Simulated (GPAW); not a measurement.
CdSe (Cadmoselite):

```
CELL_PARAMETERS angstrom
4.30000 0.00000 0.00000
-2.15000 3.72391 0.00000
0.00000 0.00000 7.02000
ATOMIC_POSITIONS crystal
Cd 0.66667 0.33333 0.50000
Cd 0.33333 0.66667 0.00000
Se 0.66667 0.33333 0.88500
Se 0.33333 0.66667 0.38500
```

* Program: GPAW 26.7.0
* Task: relaxation of cell and atoms
* Functional: PBEsol
* Dispersion: D3(BJ)+ATM
* Potentials or basis: PAW data sets generated in the run's folder for this functional
* Cutoff: 600 eV
* Basis: pw
* k mesh: 5 × 5 × 3
* Occupations: fermi-dirac, width 0.05 eV
* Spin: no spin polarisation

At the start: pressure -1.5 GPa; volume 28.10 Å³/atom.

Where does the relaxation end?

Over 9 steps the energy falls by 8.8 meV/atom and the volume is 27.27 Å³/atom (-3.0 %); space group P6_3mc (No. 186, to 0.05 Å).

The path:
| step | energy change (eV) | largest force (eV/Å) | pressure (GPa) | volume (Å³) |
| --- | --- | --- | --- | --- |
| 1 | 0.0000 | 0.2692 | -1.48 | 112.41 |
| 2 | -0.0076 | 0.2380 | -1.37 | 112.10 |
| 3 | -0.0317 | 0.1165 | -0.13 | 109.41 |
| 4 | -0.0337 | 0.0136 | -0.41 | 109.91 |
| 5 | -0.0341 | 0.0176 | -0.33 | 109.77 |
| 6 | -0.0349 | 0.0077 | 0.00 | 109.12 |
| 7 | -0.0350 | 0.0045 | 0.04 | 109.05 |
| 8 | -0.0350 | 0.0112 | 0.03 | 109.05 |
| 9 | -0.0351 | 0.0157 | 0.03 | 109.06 |

Final structure:
```cif
data_structure
_symmetry_space_group_name_H-M 'P 1'
_symmetry_Int_Tables_number 1
_cell_length_a 4.2640
_cell_length_b 4.2640
_cell_length_c 6.9266
_cell_angle_alpha 90.000
_cell_angle_beta 90.000
_cell_angle_gamma 120.000
_cell_volume 109.06
loop_
_atom_site_label
_atom_site_type_symbol
_atom_site_fract_x
_atom_site_fract_y
_atom_site_fract_z
_atom_site_occupancy
Cd1 Cd 0.66667 0.33333 0.50399 1
Cd2 Cd 0.33333 0.66667 0.00399 1
Se1 Se 0.66667 0.33333 0.88101 1
Se2 Se 0.33333 0.66667 0.38101 1
```

Caveat: later steps reuse the first step's grids.
